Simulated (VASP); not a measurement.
Set up this calculation in VASP 6.6.1, as the native input.

| Property | Result |
| --- | --- |
| Task | band structure |
| Functional | LDA |
| Potentials or basis | VASP PAW LDA potentials, release 64 (Si, C) |
| Cutoff | 520 eV |
| k mesh | 12 × 12 × 3 |
| Occupations | gaussian, width 0.03 eV |
| Spin | no spin polarisation |
| Further INCAR settings | ALGO = Normal; EDIFF = 1e-06; NBANDS = 26 |

The structure of SiC lies in POSCAR:

```
SiC                                     
1.0
    3.0594143978      0.0000000000      0.0000000000
   -1.5297071939      2.6495305910      0.0000000000
    0.0000000000      0.0000000000     10.0167077529
  Si              C             
     4     4
Direct
     0.6666666699999979    0.3333333300000021    0.9378521598733158
     0.3333333300000021    0.6666666699999979    0.4378521598733158
     0.0000000000000000    0.0000000000000000    0.6878868345713585
     0.0000000000000000    0.0000000000000000    0.1878868345713585
     0.6666666699999979    0.3333333300000021    0.7498042481067912
     0.3333333300000021    0.6666666699999979    0.2498042481067912
     0.0000000000000000    0.0000000000000000    0.5004557574485418
     0.0000000000000000    0.0000000000000000    0.0004557574485418
```

The cell is a database's computed one.

These files were run (other wordings do the same):

INCAR

```
ALGO = Normal
EDIFF = 1E-6
ENCUT = 520
ICORELEVEL = 1
ISIF = 2
ISMEAR = 0
KPAR = 2
LASPH = T
LCHARG = F
LREAL = F
LWAVE = F
NBANDS = 26
NELM = 80
PREC = Accurate
SIGMA = 0.03
```

KPOINTS

```
k-points
0
Gamma
  12 12 3
```

KPOINTS_OPT

```
explicit points
96
Reciprocal
 0.0000000000  0.0000000000  0.0000000000 1
 0.0555555556  0.0000000000  0.0000000000 1
 0.1111111111  0.0000000000  0.0000000000 1
 0.1666666667  0.0000000000  0.0000000000 1
 0.2222222222  0.0000000000  0.0000000000 1
 0.2777777778  0.0000000000  0.0000000000 1
 0.3333333333  0.0000000000  0.0000000000 1
 0.3888888889  0.0000000000  0.0000000000 1
 0.4444444444  0.0000000000  0.0000000000 1
 0.5000000000  0.0000000000  0.0000000000 1
 0.5000000000  0.0000000000  0.0000000000 1
 0.4814814815  0.0370370370  0.0000000000 1
 0.4629629630  0.0740740741  0.0000000000 1
 0.4444444444  0.1111111111  0.0000000000 1
 0.4259259259  0.1481481481  0.0000000000 1
 0.4074074074  0.1851851852  0.0000000000 1
 0.3888888889  0.2222222222  0.0000000000 1
 0.3703703703  0.2592592592  0.0000000000 1
 0.3518518518  0.2962962963  0.0000000000 1
 0.3333333333  0.3333333333  0.0000000000 1
 0.3333333333  0.3333333333  0.0000000000 1
 0.2962962963  0.2962962963  0.0000000000 1
 0.2592592592  0.2592592592  0.0000000000 1
 0.2222222222  0.2222222222  0.0000000000 1
 0.1851851852  0.1851851852  0.0000000000 1
 0.1481481481  0.1481481481  0.0000000000 1
 0.1111111111  0.1111111111  0.0000000000 1
 0.0740740741  0.0740740741  0.0000000000 1
 0.0370370370  0.0370370370  0.0000000000 1
 0.0000000000  0.0000000000  0.0000000000 1
 0.0000000000  0.0000000000  0.0000000000 1
 0.0000000000  0.0000000000  0.0555555556 1
 0.0000000000  0.0000000000  0.1111111111 1
 0.0000000000  0.0000000000  0.1666666667 1
 0.0000000000  0.0000000000  0.2222222222 1
 0.0000000000  0.0000000000  0.2777777778 1
 0.0000000000  0.0000000000  0.3333333333 1
 0.0000000000  0.0000000000  0.3888888889 1
 0.0000000000  0.0000000000  0.4444444444 1
 0.0000000000  0.0000000000  0.5000000000 1
 0.0000000000  0.0000000000  0.5000000000 1
 0.0555555556  0.0000000000  0.5000000000 1
 0.1111111111  0.0000000000  0.5000000000 1
 0.1666666667  0.0000000000  0.5000000000 1
 0.2222222222  0.0000000000  0.5000000000 1
 0.2777777778  0.0000000000  0.5000000000 1
 0.3333333333  0.0000000000  0.5000000000 1
 0.3888888889  0.0000000000  0.5000000000 1
 0.4444444444  0.0000000000  0.5000000000 1
 0.5000000000  0.0000000000  0.5000000000 1
 0.5000000000  0.0000000000  0.5000000000 1
 0.4814814815  0.0370370370  0.5000000000 1
 0.4629629630  0.0740740741  0.5000000000 1
 0.4444444444  0.1111111111  0.5000000000 1
 0.4259259259  0.1481481481  0.5000000000 1
 0.4074074074  0.1851851852  0.5000000000 1
 0.3888888889  0.2222222222  0.5000000000 1
 0.3703703703  0.2592592592  0.5000000000 1
 0.3518518518  0.2962962963  0.5000000000 1
 0.3333333333  0.3333333333  0.5000000000 1
 0.3333333333  0.3333333333  0.5000000000 1
 0.2962962963  0.2962962963  0.5000000000 1
 0.2592592592  0.2592592592  0.5000000000 1
 0.2222222222  0.2222222222  0.5000000000 1
 0.1851851852  0.1851851852  0.5000000000 1
 0.1481481481  0.1481481481  0.5000000000 1
 0.1111111111  0.1111111111  0.5000000000 1
 0.0740740741  0.0740740741  0.5000000000 1
 0.0370370370  0.0370370370  0.5000000000 1
 0.0000000000  0.0000000000  0.5000000000 1
 0.5000000000  0.0000000000  0.5000000000 1
 0.5000000000  0.0000000000  0.4444444444 1
 0.5000000000  0.0000000000  0.3888888889 1
 0.5000000000  0.0000000000  0.3333333333 1
 0.5000000000  0.0000000000  0.2777777778 1
 0.5000000000  0.0000000000  0.2222222222 1
 0.5000000000  0.0000000000  0.1666666667 1
 0.5000000000  0.0000000000  0.1111111111 1
 0.5000000000  0.0000000000  0.0555555556 1
 0.5000000000  0.0000000000  0.0000000000 1
 0.3333333333  0.3333333333  0.0000000000 1
 0.3333333333  0.3333333333  0.0555555556 1
 0.3333333333  0.3333333333  0.1111111111 1
 0.3333333333  0.3333333333  0.1666666667 1
 0.3333333333  0.3333333333  0.2222222222 1
 0.3333333333  0.3333333333  0.2777777778 1
 0.3333333333  0.3333333333  0.3333333333 1
 0.3333333333  0.3333333333  0.3888888889 1
 0.3333333333  0.3333333333  0.4444444444 1
 0.3333333333  0.3333333333  0.5000000000 1
 0.0000000000  0.0000000000  0.0000000000 1
 0.0000000000  0.0000000000  0.5000000000 1
 0.3333333333  0.3333333333  0.5000000000 1
 0.3333333333  0.3333333333  0.0000000000 1
 0.5000000000  0.0000000000  0.5000000000 1
 0.5000000000  0.0000000000  0.0000000000 1
```

Potentials or basis: VASP PAW LDA potentials, release 64 (Si, C).

Command:

```sh
$ cat potpaw_LDA.64/Si/POTCAR potpaw_LDA.64/C/POTCAR > POTCAR
$ mpirun -np 2 vasp_std > vasp.out
```

Results of the run:

```
Pressure                : 0.2 GPa
Largest force           : 0.004 eV/Å
Band gap on the k mesh  : 2.17 eV, indirect (least direct gap 3.30 eV)
Band gap along the path : 2.17 eV, indirect (least direct gap 3.30 eV)
```

Run time: 64 s on 2 MPI ranks on AMD EPYC 9R45 96-Core Processor (Zen 5), with other jobs on the host, peak memory 0.21 GiB a rank.
